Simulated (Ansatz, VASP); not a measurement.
## Two plane-wave programs on MgO

```
Mg O
1.0
     3.21485    0.00000    0.00000
    -1.60743    2.78414    0.00000
     0.00000    0.00000   10.94785
Mg O
4 4
Direct
  0.33333 0.66667 0.96949
  0.00000 0.00000 0.22082
  0.00000 0.00000 0.72082
  0.66667 0.33333 0.46949
  0.33333 0.66667 0.78004
  0.00000 0.00000 0.52964
  0.00000 0.00000 0.02964
  0.66667 0.33333 0.28004
```

Alike in both runs: task single point; functional PBE; k mesh 9 × 9 × 4; occupations gaussian, width 0.05 eV; no spin polarisation.

|  | VASP | Ansatz |
| --- | --- | --- |
| version | VASP 6.6.1 | Ansatz 0.2.0 |
| potentials or method | VASP PAW PBE potentials, release 64 (Mg, O) | scalar-relativistic, plane waves, PAW |
| plane-wave cutoff (eV) | 520 | 520 |
| valence electrons in the cell | 32 | 64 |

|  | VASP | Ansatz | Ansatz less VASP |
| --- | --- | --- | --- |
| gap on the k mesh at the Fermi level (eV) | 3.47 | 3.48 | +0.019 |
| least direct gap on the mesh (eV) | 3.47 | 3.48 | +0.019 |
| pressure (GPa) | 0.3 | 0.7 | +0.42 |
| largest component of the traceless stress (GPa) | 8.39 | 8.28 | -0.109 |
| rms of the force components (eV/Å) | 0.231 | 0.228 | -0.0031 |

Atom by atom the forces differ by 0.003 eV/Å (rms over components). The functional is the same, so the differences come from potentials, cutoffs and numerics. The two sets of potentials don't hold the same shells in valence.

Caveats: an odd mesh through Γ misses points on the zone boundary, where band edges often lie.
